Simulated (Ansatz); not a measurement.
Crystal: I.

```
I
1.0
     3.63503   -2.39502    0.00000
     3.63503    2.39502    0.00000
     0.00000    0.00000    9.79344
I
4
Cartesian
  3.6350 -0.7152 3.7646
  3.6350 1.6799 1.1321
  3.6350 0.7152 6.0288
  3.6350 -1.6799 8.6613
```

Base run:

| Quantity | Value |
| --- | --- |
| Program | Ansatz 0.2.0 |
| Functional | PBEsol |
| Potentials or basis | Ansatz PAW |
| Cutoff | 420 eV |
| Density cutoff | 1680 eV |
| k mesh | 7 × 7 × 3 |
| Occupations | fermi-dirac, width 0.05 eV |
| Spin | no spin polarisation |

Its results: band gap on the k mesh 1.28 eV, indirect (least direct gap 1.36 eV); pressure 0.1 GPa; largest force 0.763 eV/Å.

Problem. The run is repeated on the same cell with these changes: functional from PBEsol to RPBE. What comes out?

Solution. Band gap on the k mesh 1.37 eV, indirect (least direct gap 1.46 eV); pressure 3.2 GPa; largest force 0.846 eV/Å.

RPBE binds less tightly than PBEsol, so the same cell stands under more pressure.

Caveats: spin-orbit coupling is left out, which moves the levels of the heavy elements; the PAW data sets come from PBE, with cores solved anew for the run's functional, which leaves a small shift of forces and pressure; the potentials were made for another functional, which shifts forces and pressure (some runs).

A k mesh can miss the band edges.

Not every run made on this cell is shown here.
